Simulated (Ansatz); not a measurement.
Input and output of a field-response calculation (clamped ions) on BeSe (started from an entry of an open crystallographic database) (Ansatz 0.2.0, r2SCAN). The geometry is the r2SCAN minimum.

The input:
```yaml
crystal:
  lattice:
    - [0.0, 2.5810355896, 2.5810355896]
    - [2.5810355896, 0.0, 2.5810355896]
    - [2.5810355896, 2.5810355896, 0.0]
  atoms:
    - { symbol: Be, position: [0.0, 0.0, 0.0] }
    - { symbol: Se, position: [0.25, 0.25, 0.25] }
kpoints:
  mp_grid: { grid: [8, 8, 8] }
hamiltonian:
  xc: r2scan
scf:
  occupations: { method: fixed }
dielectric: {}
```

Command: `ansatz run input.yaml --threads 2 --pin off --max-ram 2211MiB --backend cpu --events-out ev --progress --plain --runs-dir out`. Wall time 45 s on 2 threads of Arm Neoverse V1, on a shared host, load about 0.5 per core; peak host memory 0.67 GiB.

The log, with set-up remarks and timings taken out:
```
Pseudopotential: Be, paw, valence charge 2, recommended cutoff 500 eV (meta_gga)
Pseudopotential: Se, paw, valence charge 16, recommended cutoff 500 eV (meta_gga)
Functional definition: r2SCAN
Crystal: 2 atoms, lattice volume = 34.388 Å³
Basis set: ecut = 500 eV, 893 PW (Γ)
Bands: 13, of which v1, the nominal top of the filled ones, is band 9 counted from 1 (8 counted from 0)
Symmetry: 24 space group operations
k-points: 95 of 512 (irreducible under 4 space group operations, time reversal used)
SCF converged after 7 iterations
Free energy (F): -5573.340401 eV
Fermi energy:    6.596742 eV
--- Band table (eV; the first three rows and the last of 95) ---
  k-point 0: bands = […, -40.7771, -40.7771, -7.6659, 6.5967, 6.5967, 6.5967, 11.6330, 12.1942, 12.1942, 12.1942]
  k-point 1: bands = […, -40.7771, -40.7771, -7.5067, 5.3004, 6.3891, 6.3891, 11.8041, 12.5509, 12.5509, 13.3448]
  k-point 2: bands = […, -40.7770, -40.7770, -7.0742, 3.1703, 5.9745, 5.9745, 11.6811, 13.1083, 13.1083, 15.6212]
  k-point 94: bands = […, -40.7773, -40.7766, -5.7603, 2.0863, 2.7547, 3.3021, 13.2215, 14.5083, 14.6378, 15.1892]
--- Dielectric response (ions clamped): 3 representative field directions + reference, inside a basis on a mesh of 512 k-points ---
  ε∞ (high-frequency dielectric tensor):
        5.569883     0.000000     0.000000
        0.000000     5.569883     0.000000
        0.000000     0.000000     5.569883
  Born effective charges Z* (e; rows j = field, columns β = displacement):
    site 0:
         1.62630    0.00000    0.00000
         0.00000    1.62630    0.00000
         0.00000    0.00000    1.62630
    site 1:
        -1.62630    0.00000    0.00000
         0.00000   -1.62630    0.00000
         0.00000    0.00000   -1.62630
  ε∞ is read to err by 1.5e-2, Z* by 1.7e-2 e
```

The rows of the band table are 0: (0, 0, 0) = Γ, 1: (0, 0, 1/8), 2: (0, 0, 1/4), 94: (-1/2, 1/4, -1/4) = W.

The clamped-ion dielectric constant comes out as 5.57 in all directions. Born charges, averaged over directions: Be +1.63, Se -1.63 e.

Calculated for a static, non-magnetic cell.

Spin-orbit coupling is left out.
